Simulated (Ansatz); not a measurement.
# HfN (Fm-3m) in Ansatz: further runs

Runs on HfN. Level: PBE. Tasks: band structure, elastic constants.

Program: Ansatz 0.2.0. These are calculated values, not measurements. Logs are shortened: lines on timing, memory, paths and dates and some standing lists are left out, and cuts for length are marked.

## 1. Starting point

It takes space group Fm-3m (No. 225, cubic). Conventional cell: a = 4.512 Å, b = 4.512 Å, c = 4.512 Å, α = 90.00°, β = 90.00°, γ = 90.00°. Hf (site symmetry m-3m) is surrounded by 6 N at 2.26 Å. N (site symmetry m-3m) is surrounded by 6 Hf at 2.26 Å.

## 2. Band structure, PBE, spin-orbit coupling, no magnetisation

input.yaml reads:

```yaml
crystal:
  lattice:
    - [0.0, 2.256, 2.256]
    - [2.256, 0.0, 2.256]
    - [2.256, 2.256, 0.0]
  atoms:
    - { symbol: Hf, position: [0.0, 0.0, 0.0] }
    - { symbol: "N", position: [0.5, 0.5, 0.5] }
kpoints:
  mp_grid: { grid: [7, 7, 7] }
  band_path:
    path:
      - [0.0, 0.0, 0.0]
      - [0.5, 0.0, 0.5]
      - [0.5, 0.25, 0.75]
      - [0.375, 0.375, 0.75]
      - [0.0, 0.0, 0.0]
      - [0.5, 0.5, 0.5]
      - [0.625, 0.25, 0.625]
      - [0.5, 0.25, 0.75]
    npoints: 12
scf:
  occupations: { method: fermi_dirac, width: 0.05 }
hamiltonian:
  xc: pbe
  pseudopotentials: { kind: all_electron, lapw: { basis_error: 0.001 } }
magnetization:
  noncollinear: true
  spin_orbit: true
output:
  forces: true
  stress: true
  eigenvalues: true
```

Potentials or basis: all-electron LAPW, relativistic spinors.

The run is started by

```
ansatz run input.yaml --threads 1 --pin off --max-ram 3072MiB --backend cpu --events-out ev --progress --plain --runs-dir out
```

Standard output:

```text
Warning: RAYON_NUM_THREADS=1 ignored (pool sized by the plan → 1); use --threads N
LAPW: plane waves up to 9.498 Å⁻¹, error target 1.0e-3 eV per atom; Dirac's equation on spinors; N in spheres of 0.953 Å, 7 of its electrons in bands; Hf in spheres of 1.303 Å, 42 of its electrons in bands (how accurate: hamiltonian.pseudopotentials.lapw.basis_error, Limitations)
Engine: ansatz 0.2.0, aarch64-unknown-linux-gnu
Pseudopotentials: kind: all_electron
Pseudopotential: Hf, LAPW, valence charge 42, lapw/all_electron/dirac/gaussian/Hf, Dirac's equation, gaussian nucleus
Pseudopotential: N, LAPW, valence charge 7, lapw/all_electron/dirac/gaussian/N, Dirac's equation, gaussian nucleus
Functional definition: PBE
  parameter kappa = 0.804
  parameter beta = 0.06672455060314922
  exchange = pbe_x(kappa = kappa, mu = beta*pi^2/3)
  correlation = pbe_c(beta = beta)
non-collinear run that drives no moment, with spin-orbit: no starting moment large enough to seed its density (crystal.atoms[].spin), no starting occupations that ask for one, no magnetisation constraint and no magnetic field, so the semilocal B_xc is pinned to zero
Crystal: 2 atoms, lattice volume = 22.964 Å³
Basis set: ecut = 343.72483977766535 eV, 331 PW (Γ), exchange–correlation at level 2
Bands: 60, of which v1, the nominal top of the filled ones, is band 49 counted from 1 (48 counted from 0)
Symmetry: 48 space group operations + 48 with time reversal
Magnetic group: BNS 225.117 (UNI 1619), of the structure as read, at distance tolerance 2.8e-5 Å
k-points: 20 of 343
Non-local potential: Hf, projectors of the file, none
Non-local potential: N, projectors of the file, none
Initial density: superposition of atomic densities (chi_scale 0.1, normalization cell, long waves kept (reshape's long-wave potential 0.00 eV rms))
Initial wavefunctions: plane waves of lowest kinetic energy (no species holds an atomic orbital)
Functional: x = pbe(κ = 0.804, μ = 0.2195149727645171), c = pbe(β = 0.06672455060314922)
iter 1 solved again at ethr=9.38e-3 eV; its pass at ethr=1.00e-1 eV (dr2=4.60e0 eV) is discarded
SCF iter   1: F=—  HF=-412276.648434 eV  |F-HF|=—  |Δ(HF+E_count)|=         —  Δρ=1.25e-1  dr2=4.60e0  dr2_m=0.00e0 (ungated)  ethr=9.38e-3  |M|=0.00e0 ∫|m|=0.00e0 μB  β_m=0.30  ⟨swp⟩=2.0  Hψ=7424  notcnv=0
preconditioner: auto → Kerker (q_TF=auto, 3.096 Å⁻¹)  [metal: Δε(μ)=0.036 eV  Ē_g=19.242 eV  σ=0.050 eV  W_gap=0.17  n_scr=14 (ndim 8)  ℏωp=41.7 eV  f_vac=0.000  D(μ)=1.35/eV (n_scr^D=14)]
spin=Noncollinear: Kerker preconditioning applied to the charge; magnetization (m_x, m_y, m_z) channels mix plain (no charge-response kernel on spin).
SCF iter   2: F=—  HF=-412275.040667 eV  |F-HF|=—  |Δ(HF+E_count)|=    1.61e0  Δρ=6.44e-2  dr2=1.32e0  dr2_m=0.00e0 (ungated)  ethr=9.38e-3  |M|=0.00e0 ∫|m|=0.00e0 μB  β_m=0.37  ⟨swp⟩=2.0  Hψ=3434  notcnv=0
preconditioner: auto → none  [insulator: Δε(μ)=0.237 eV  Ē_g=19.742 eV  σ=0.050 eV  W_gap=0.66  n_scr=14 (ndim 8)  ℏωp=41.7 eV  f_vac=0.000  D(μ)=1.02/eV (n_scr^D=14)  ε∞_Penn≈5.5]
iter 3 solved again at ethr=1.15e-4 eV; its pass at ethr=2.69e-3 eV (dr2=5.62e-2 eV) is discarded
SCF iter   3: F=—  HF=-412274.727259 eV  |F-HF|=—  |Δ(HF+E_count)|=   3.13e-1  Δρ=1.54e-2  dr2=5.62e-2  dr2_m=0.00e0 (ungated)  ethr=1.15e-4  |M|=0.00e0 ∫|m|=0.00e0 μB  β_m=0.51  ⟨swp⟩=2.0  Hψ=6076  notcnv=0
SCF iter   4: F=—  HF=-412274.733048 eV  |F-HF|=—  |Δ(HF+E_count)|=         —  Δρ=5.51e-3  dr2=7.94e-3  dr2_m=0.00e0 (ungated)  ethr=1.15e-4  |M|=0.00e0 ∫|m|=0.00e0 μB  β_m=0.44  ⟨swp⟩=2.0  Hψ=3602  notcnv=0
the basis was enlarged: its passes take 2.6 MiB over the memory plan, 1 of 1 planned eigensolver slots
SCF iter   5: F=—  HF=-412274.717526 eV  |F-HF|=—  |Δ(HF+E_count)|=   1.55e-2  Δρ=2.55e-3  dr2=1.88e-3  dr2_m=0.00e0 (ungated)  ethr=1.62e-5  |M|=0.00e0 ∫|m|=0.00e0 μB  β_m=0.52  ⟨swp⟩=2.0  Hψ=3594  notcnv=0
SCF iter   6: F=—  HF=-412274.717352 eV  |F-HF|=—  |Δ(HF+E_count)|=   1.73e-4  Δρ=2.68e-4  dr2=8.43e-6  dr2_m=0.00e0 (ungated)  ethr=3.83e-6  |M|=0.00e0 ∫|m|=0.00e0 μB  β_m=0.66  ⟨swp⟩=2.0  Hψ=3594  notcnv=0
SCF iter   7: F=—  HF=-412274.717359 eV  |F-HF|=—  |Δ(HF+E_count)|=   6.24e-6  Δρ=3.51e-5  dr2=1.58e-7  dr2_m=0.00e0 (ungated)  ethr=1.72e-8  |M|=0.00e0 ∫|m|=0.00e0 μB  β_m=0.76  ⟨swp⟩=3.0  Hψ=3712  notcnv=0
SCF iter   8: F=-412274.717359 eV  HF=-412274.717359 eV  |F-HF|=2.79e-9  |Δ(HF+E_count)|=   2.85e-7  Δρ=3.13e-6  dr2=2.41e-9  dr2_m=0.00e0 (ungated)  ethr=3.23e-10  |M|=0.00e0 ∫|m|=0.00e0 μB  ⟨swp⟩=2.6  Hψ=3628  notcnv=0
SCF 1 converged in 8 iterations: F = -412274.717359 eV  dr2 = 2.41e-9
NSCF: frozen V_eff on 85 k-points
SCF converged after 8 iterations
Magnetization: |M| = 0.0000 μB,  M = (+0.0000, +0.0000, +0.0000) μB
Absolute magnetization: 0.0000 μB (∫|m|)
  site 0: m = (+0.0000, +0.0000, +0.0000) μB, |m| = 0.0000 μB  (R = 1.30 Å)
  site 1: m = (+0.0000, +0.0000, +0.0000) μB, |m| = 0.0000 μB  (R = 0.95 Å)
Free energy (F): -412274.717359 eV
Harris-Foulkes:  -412274.717359 eV  (|F-HF|=2.79e-9)
Internal energy: -412274.710986 eV  (E = F + TS)
E sigma→0 (E₀):  -412274.714173 eV
Entropy (-TS):   -0.006373 eV (-3.186 meV/atom)
Fermi energy:    24.584513 eV
--- Per-component energies (eV) ---
  E_band       = -4402.614924
  E_kinetic    = 460814.238628
  E_xc         = -8623.629930
  E_electrostatic = -864465.319684  (all electrons and nuclei)
  E_smearing   = -0.006373  (= −TS)
  E_closure    = 0.000000  (closes the sum)
  E_atoms      = -412255.626862  (free atoms, spherical and without spin; not in F)
  Σ components = -412274.717359   (vs F -412274.717359, Δ=0.00e0)
  Basis errors (estimates in eV, not in F): energy 3.3e-4 per atom: plane waves 2.9e-4 (1.6e-4 summed), levels above the bands 1.2e-82, relativity 4.0e-8, radial functions 4.0e-5, core shells 5.0e-7; eigenvalues (radial functions only) 5.7e-6; not estimated: angular momenta, meshes, grids; target (lapw.basis_error) 1.0e-3; muffin-tin radii N 0.953 Å, Hf 1.303 Å
--- Forces (eV/Å), atoms counted from 1 ---
  atom   1  Hf     0.00000000    -0.00000000     0.00000000
  atom   2  N      0.00000000    -0.00000000     0.00000000
  max |Σ_I F_I| component: 1.02e-27 eV/Å
--- Stress (GPa, compression-positive) ---
        6.502434       0.000000      -0.000000
        0.000000       6.502434       0.000000
       -0.000000       0.000000       6.502434
  P = ⅓ Tr σ = 6.5024 GPa (65.024 kbar)
--- Band table (eV; the first three rows and the last of 20) ---
  k-point 0: bands = ["-391.7856", "-391.7856", "-353.4553", "-353.4553", "-333.3418", "-333.3418", "-333.3418", "-333.3418", "-183.9304", "-183.9304", "-183.9304", "-183.9304", "-173.2272", "-173.2272", "-173.2272", "-173.2272", "-173.2257", "-173.2257", "-38.2596", "-38.2596", "-12.4161", "-12.4161", "-4.5734", "-4.5734", "-4.5734", "-4.5734", "6.7857", "6.7857", "10.8921", "10.8921", "10.8921", "10.8921", "10.9284", "10.9284", "12.5583", "12.5583", "12.6542", "12.6542", "12.6640", "12.6640", "12.6640", "12.6640", "21.2760", "21.2760", "21.4423", "21.4423", "21.4423", "21.4423", "23.8683", "23.8683", "23.8683", "23.8683", "24.1682", "24.1682", "26.1419", "26.1419", "26.3478", "26.3478", "26.3478", "26.3478"]
  k-point 1: bands = ["-391.7856", "-391.7856", "-353.4553", "-353.4553", "-333.3418", "-333.3418", "-333.3418", "-333.3418", "-183.9304", "-183.9304", "-183.9304", "-183.9304", "-173.2272", "-173.2272", "-173.2272", "-173.2272", "-173.2257", "-173.2257", "-38.2478", "-38.2478", "-12.4595", "-12.4595", "-4.7541", "-4.7541", "-4.5930", "-4.5930", "7.2371", "7.2371", "10.8970", "10.8970", "10.8991", "10.8991", "10.9280", "10.9280", "12.5734", "12.5734", "12.6540", "12.6540", "12.6613", "12.6613", "12.6641", "12.6641", "19.7586", "19.7586", "20.3835", "20.3835", "20.4075", "20.4075", "24.3091", "24.3091", "24.5488", "24.5488", "24.7309", "24.7309", "27.4201", "27.4201", "27.7226", "27.7226", "27.7424", "27.7424"]
  k-point 2: bands = ["-391.7856", "-391.7856", "-353.4553", "-353.4553", "-333.3418", "-333.3418", "-333.3418", "-333.3418", "-183.9304", "-183.9304", "-183.9304", "-183.9304", "-173.2272", "-173.2272", "-173.2272", "-173.2272", "-173.2257", "-173.2257", "-38.2212", "-38.2212", "-12.5580", "-12.5580", "-5.1238", "-5.1238", "-4.6366", "-4.6366", "8.2853", "8.2853", "10.9095", "10.9095", "10.9279", "10.9279", "10.9349", "10.9349", "12.6203", "12.6203", "12.6559", "12.6559", "12.6594", "12.6594", "12.6768", "12.6768", "17.3747", "17.3747", "18.9917", "18.9917", "19.0238", "19.0238", "25.1923", "25.1923", "26.0671", "26.0671", "26.1957", "26.1957", "29.3530", "29.3530", "30.3623", "30.3623", "30.4219", "30.4219"]
  k-point 19: bands = ["-391.7856", "-391.7856", "-353.4553", "-353.4553", "-333.3418", "-333.3418", "-333.3418", "-333.3418", "-183.9304", "-183.9304", "-183.9304", "-183.9304", "-173.2272", "-173.2272", "-173.2272", "-173.2272", "-173.2257", "-173.2257", "-38.1775", "-38.1775", "-12.7002", "-12.7002", "-5.3050", "-5.3050", "-5.0515", "-5.0515", "8.4929", "8.4929", "10.9162", "10.9162", "10.9268", "10.9268", "10.9505", "10.9505", "12.6353", "12.6353", "12.6645", "12.6645", "12.6680", "12.6680", "12.6950", "12.6950", "17.8068", "17.8068", "18.6437", "18.6437", "19.1211", "19.1211", "24.7866", "24.7866", "26.3889", "26.3889", "29.4414", "29.4414", "30.2090", "30.2090", "30.9428", "30.9428", "34.5959", "34.5959"]
```

Wall time 94 s (1 thread of Arm Neoverse V2, shared host); peak memory 0.47 GiB.

What came out:

```
Free energy             : -412274.7174 eV
Pressure                : 6.5 GPa
Band gap along the path : none (metal or under the smearing width)
```

Levels at the corners of the path, in eV from the Fermi level:
```csv
point,band 47,band 48,band 49,band 50,band 51,band 52,band 53,band 54
Γ,-3.14,-3.14,-0.72,-0.72,-0.72,-0.72,-0.42,-0.42
X,-4.00,-4.00,-3.72,-3.72,3.86,3.86,4.94,4.94
W,-5.46,-5.46,0.83,0.83,0.96,0.96,5.04,5.04
K,-5.16,-5.16,-1.08,-1.08,3.60,3.60,4.24,4.24
Γ,-3.14,-3.14,-0.72,-0.72,-0.72,-0.72,-0.42,-0.42
L,-6.46,-6.46,2.97,2.97,3.38,3.38,3.62,3.62
U,-5.16,-5.16,-1.08,-1.08,3.60,3.60,4.24,4.24
W,-5.46,-5.46,0.83,0.83,0.96,0.96,5.04,5.04
```

Caveat: the k mesh is thin for a metal, which can move the energy by tens of meV per atom.

## 3. Elastic constants, PBE

input.yaml reads:

```yaml
crystal:
  lattice:
    - [0.0, 2.256, 2.256]
    - [2.256, 0.0, 2.256]
    - [2.256, 2.256, 0.0]
  atoms:
    - { symbol: Hf, position: [0.0, 0.0, 0.0] }
    - { symbol: "N", position: [0.5, 0.5, 0.5] }
kpoints:
  mp_grid: { grid: [7, 7, 7] }
scf:
  occupations: { method: fermi_dirac, width: 0.05 }
hamiltonian:
  xc: pbe
  pseudopotentials: { kind: all_electron, lapw: { basis_error: 0.001 } }
output:
  forces: true
  stress: true
elastic:
  mode: relaxed_ion
  stencil: two_point
```

Potentials or basis: all-electron LAPW, scalar-relativistic.

The run is started by

```
ansatz run input.yaml --threads 1 --pin off --max-ram 3072MiB --backend cpu --events-out ev --progress --plain --runs-dir out
```

Run time: 54 s. Hardware: 1 thread of Arm Neoverse V2, shared host; peak memory 0.39 GiB.

It converged, with:

- Free energy: -411743.6738 eV
- Pressure: 6.9 GPa
- Band gap on the k mesh: none (metal or under the smearing width)
- Elastic constants C11, C12, C44: 637, 118, 35 GPa
- Voigt bulk modulus: 291 GPa

Levels at points of the mesh, in eV from the Fermi level:
```csv
k point,band 23,band 24,band 25,band 26,band 27,band 28
"(0.00, 0.00, 0.00)",-3.20,-3.20,-0.61,-0.61,-0.61,1.55
```

Elastic tensor in Voigt notation (GPa, in the Cartesian axes of the cell as first typed):
```
637 118 118   0   0   0
118 637 118   0   0   0
118 118 637   0   0   0
  0   0   0  35   0   0
  0   0   0   0  35   0
  0   0   0   0   0  35
```

Caveat: the k mesh is thin for a metal, which can move the energy by tens of meV per atom; a metal's response needs a denser mesh; the cell is more than 3 GPa from zero pressure, which shifts response properties; elastic constants of metals need much finer meshes, so these are rough. The run has no spin-orbit coupling, so splittings on Hf are missing.
